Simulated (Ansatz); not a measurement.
SiNi:

```
Ni Si
1.0
     2.94277    0.00000    0.00000
     0.00000    3.28033    0.00000
     0.00000    0.00000    4.67745
Ni Si
2 2
Cartesian
  1.4714 1.6402 1.6020
  0.0000 0.0000 3.0754
  1.4714 1.6402 3.9438
  0.0000 0.0000 0.7337
```

The cell is a database's computed one.

Base run:

- Program: Ansatz 0.2.0
- Functional: PBE
- Potentials or basis: PseudoDojo standard (PBE files)
- Cutoff: 1333 eV
- Density cutoff: 5333 eV
- k mesh: 9 × 8 × 6
- Occupations: fermi-dirac, width 0.05 eV
- Spin: collinear spin, ferromagnetic start
- Starting moments: [1.0, 1.0, 0.0, 0.0] μB

Its results: band gap on the k mesh none (metal or under the smearing width); pressure 6.8 GPa; net moment 0.00 μB per cell; largest force 0.059 eV/Å.

**Question.** The run is repeated on the same cell with these changes: functional from PBE to r2SCAN; potentials or basis from PseudoDojo standard (PBE files) to Ansatz PAW; cutoff from 1333 eV to 500 eV (not typed: the program's choice for these potentials). What comes out?

**Answer.** Band gap on the k mesh none (metal or under the smearing width); pressure 0.4 GPa; net moment 0.00 μB per cell; largest force 0.030 eV/Å.

Caveats: the starting moments weren't kept; the magnetic or orbital state may not be the lowest (some runs); the PAW data sets come from PBE, with cores solved anew for the run's functional, which leaves a small shift of forces and pressure (some runs).
